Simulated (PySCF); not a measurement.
Runs of PySCF 2.14.0 on MgS (Niningerite). Symmetry: Fm-3m, No. 225, cubic system. The conventional cell has a = 5.203 Å, b = 5.203 Å, c = 5.203 Å, α = 90.00°, β = 90.00°, γ = 90.00°. S (site symmetry m-3m) has 6 Mg at 2.60 Å as nearest neighbours. Around Mg (site symmetry m-3m) lie 6 S at 2.60 Å. 

```tsv
task	level	potentials or basis	k mesh	density cutoff	exponents discarded below (exp_to_discard)	potentials	conv_tol	exxdiv	gap on the mesh (eV)
MP2 correlation energy	HF	pob-tzvp-rev2 (all-electron)	3 × 3 × 3	-	0.1 1/bohr^2	-	1e-08 Ha	ewald	(b)
MP2 correlation energy	HF	DZVP-MOLOPT-SR/GTH-PADE (potentials made for LDA)	2 × 2 × 2	400 Ha	0.02 1/bohr^2	Mg GTH-PADE-q10, S GTH-PADE-q6	1e-08 Ha	ewald	11.26
atomic charges	r2SCAN	pob-tzvp-rev2 (all-electron)	2 × 2 × 2	-	0.1 1/bohr^2	-	1e-07 Ha	-	4.24
MP2 correlation energy	HF	pob-tzvp-rev2 (all-electron)	2 × 2 × 2	-	0.1 1/bohr^2	-	1e-08 Ha	ewald	(a)
atomic charges	PBEsol	pob-tzvp-rev2 (all-electron)	2 × 2 × 2	-	0.1 1/bohr^2	-	1e-07 Ha	-	3.22
atomic charges	PBE0	pob-tzvp-rev2 (all-electron)	2 × 2 × 2	-	0.1 1/bohr^2	-	1e-07 Ha	ewald	5.52
atomic charges	LDA	pob-tzvp-rev2 (all-electron)	2 × 2 × 2	-	0.1 1/bohr^2	-	1e-07 Ha	-	2.96
```

Alike in all rows: no spin polarisation; cell as given; smearing fixed; the mesh is coarse, so values aren't converged.

Fill in the values left out.

(a) 12.30; (b) 12.83.

Caveats: all runs use coarse meshes; the basis of atomic orbitals isn't converged, which shifts pressures, moduli and gaps; on so small a mesh gaps with full-range exact exchange can be off by tenths of an eV to over 1 eV (some runs); the default atom-centred grid shifts energies of crystals by up to some 10 meV an atom and pressures by some 0.5 GPa (some runs); mesh and basis are far too small for converged many-body values: gaps can be off by tenths of an eV to over 1 eV, and much correlation energy is missing (some runs); an odd mesh through Γ misses points on the zone boundary, where band edges often lie (some runs).

The runs don't all hold the same shells in valence.

Runs at the PBE level aren't shown here.
